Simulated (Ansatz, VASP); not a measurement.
FeO in VASP and in Ansatz

The input INCAR:

```
ALGO = Normal ; EDIFF = 1E-7
ENCUT = 520 ; GGA = PE
ISIF = 2 ; ISMEAR = -1
ISPIN = 2 ; LASPH = T
LCHARG = F ; LMAXMIX = 4
LORBIT = 11 ; LREAL = F
LWAVE = F ; MAGMOM = 3 0
NBANDS = 18 ; NELM = 150
PREC = Accurate ; SIGMA = 0.05
```

The input KPOINTS:

```
k-points
0
Gamma
  12 12 12
```

The input POSCAR:

```
FeO
1.0
   -1.5913507171      1.5913507171      2.0694093304
    1.5913507171     -1.5913507171      2.0694093304
    1.5913507171      1.5913507171     -2.0694093304
Fe O
1 1
Direct
    0.0000000000      0.0000000000      0.0000000000
    0.5000000000      0.5000000000      0.0000000000
```

The input input.yaml:

```yaml
crystal:
  lattice:
    - [-1.5913507171, 1.5913507171, 2.0694093304]
    - [1.5913507171, -1.5913507171, 2.0694093304]
    - [1.5913507171, 1.5913507171, -2.0694093304]
  atoms:
    - { symbol: Fe, position: [0.0, 0.0, 0.0], spin: 3.0 }
    - { symbol: O, position: [0.5, 0.5, 0.0] }
hamiltonian:
  xc: pbe
  pseudopotentials: { kind: paw }
magnetization:
  spin_polarized: true
kpoints:
  mp_grid: { grid: [12, 12, 12] }
scf:
  occupations: { method: fermi_dirac, width: 0.05 }
output:
  forces: true
  stress: true
  eigenvalues: true
  write_density: true
  write_potential: true
  elf: true
  volumetric_format: npy
```

Change from the starting cell: volume scaled by 0.98.

Alike in both runs: task single point; functional PBE; k mesh 12 × 12 × 12; occupations fermi-dirac, width 0.05 eV; collinear spin, ferromagnetic start.

```csv
,VASP,Ansatz
version,VASP 6.6.1,Ansatz 0.2.0
potentials or method,"VASP PAW PBE potentials, release 64 (Fe, O)",Ansatz PAW
plane-wave cutoff (eV),520,420
valence electrons in the cell,14,22
```

Ansatz gave:

| Quantity | Value |
| --- | --- |
| gap on the k mesh at the Fermi level (eV) | none |
| pressure (GPa) | -5.7 |
| largest component of the traceless stress (GPa) | 4.17 |
| net moment per atom (μB) | 2.00 |
| size of the moment on the site where the two differ most (μB) | 3.39 |

**Question.** Which values does VASP return?

**Answer.** gap on the k mesh at the Fermi level (eV): none; pressure (GPa): -5.6; largest component of the traceless stress (GPa): 4.50; net moment per atom (μB): 2.00; size of the moment on the site where the two differ most (μB): 3.61.

Site moments also hang on the region over which each program counts them. A gap of «none» marks a metal or a gap that the smearing closes. The two sets of potentials don't hold the same shells in valence.

Caveats: a cell with one magnetic atom can't hold antiferromagnetic order, which such compounds often take; semilocal functionals often make such compounds metallic where correlation or magnetic order opens a gap, which also shifts bond lengths; the pressure holds a Pulay correction of +0.6 GPa for the finite cutoff (Ansatz).
